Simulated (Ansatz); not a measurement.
Born–Oppenheimer molecular dynamics of a periodic cell of 24 atoms, TaS$_{2}$ (surface TaS2(110)). It goes on from the last frame of an earlier run, with new velocities.

These are results of Ansatz, DFT PBE-D3(BJ), scalar-relativistic, plane waves, PAW, not measurements. Settings: cutoff 420 eV, k mesh 1x1x1, fermi-dirac smearing 0.05 eV, no spin polarisation.

```
ensemble                      : NVE (velocity Verlet)
time step                     : 2 fs
steps asked                   : 300
starting velocities drawn for : 600 K
atoms held                    : 1, 3, 4, 7, 9, 10
seed                          : 736872
```

First frame:

```xyz
24
Lattice="6.6789 0.0000 0.0000 0.0000 23.4846 0.0000 0.0000 0.0000 16.3087" Properties=species:S:1:pos:R:3
Ta 6.267 17.613 1.000
Ta 5.429 5.871 3.156
S 5.421 7.420 1.489
S 5.421 4.322 1.489
S 6.271 16.047 2.560
S 6.271 19.180 2.560
Ta 2.928 17.613 1.000
Ta 2.090 5.871 3.156
S 2.081 7.420 1.489
S 2.081 4.322 1.489
S 2.931 16.047 2.560
S 2.931 19.180 2.560
Ta 1.258 17.613 3.819
Ta 0.432 5.871 5.993
S 0.421 7.472 4.404
S 0.421 4.270 4.404
S 1.264 15.966 5.414
S 1.264 19.260 5.414
Ta 4.598 17.613 3.819
Ta 3.758 5.871 5.993
S 3.760 7.472 4.404
S 3.760 4.270 4.404
S 4.603 15.966 5.414
S 4.603 19.260 5.414
```

Question: What does the run give?

Answer: All steps were run.

```json
{
 "steps done": "300",
 "time covered": "600 fs",
 "mean temperature over the second half": "735 K",
 "spread of the potential energy over the second half": "17.4 meV per atom",
 "mean potential energy of the second half above the start": "-13.0 meV per atom"
}
```

The conserved energy stayed within 0.15 meV per atom of its start (net change 0.049 meV per atom), so the integration is sound. A run of 0.6 ps of so small a system gives no equilibrium averages. Limits of this set-up: coarse k mesh, slab without dipole correction.

Question: What happens to the structure?

Answer: Mean squared displacements from the first frame to the last: Ta 0.18 Å², S 1.29 Å². This is one draw of velocities; another would differ in detail.

Question: How do temperature and energy run in time?

Answer: 
```tsv
time (fs)	T (K)	potential energy less start (eV)	conserved less start (meV/atom)
0.0	600	0.000	0.00
20.0	374	0.528	0.07
40.0	274	0.759	0.05
60.0	329	0.632	0.05
80.0	448	0.354	0.04
100.0	561	0.091	0.03
120.0	485	0.269	-0.01
140.0	675	-0.177	-0.05
160.0	597	0.008	0.02
180.0	453	0.344	0.06
200.0	713	-0.263	0.01
220.0	815	-0.501	-0.03
240.0	663	-0.148	-0.04
260.0	496	0.242	0.06
280.0	586	0.033	0.03
300.0	684	-0.194	0.01
320.0	678	-0.182	0.01
340.0	667	-0.156	0.02
360.0	595	0.012	0.02
380.0	442	0.367	0.04
400.0	593	0.016	0.00
420.0	639	-0.091	0.03
440.0	638	-0.086	0.05
460.0	741	-0.328	-0.01
480.0	726	-0.292	0.01
500.0	708	-0.250	0.04
520.0	802	-0.470	0.01
540.0	861	-0.606	0.06
560.0	923	-0.751	0.02
580.0	950	-0.811	0.07
600.0	1442	-1.958	0.05
```

Run time: 22 min on 4 threads of Arm Neoverse V2, with other jobs on the host, peak memory 1.7 GiB.
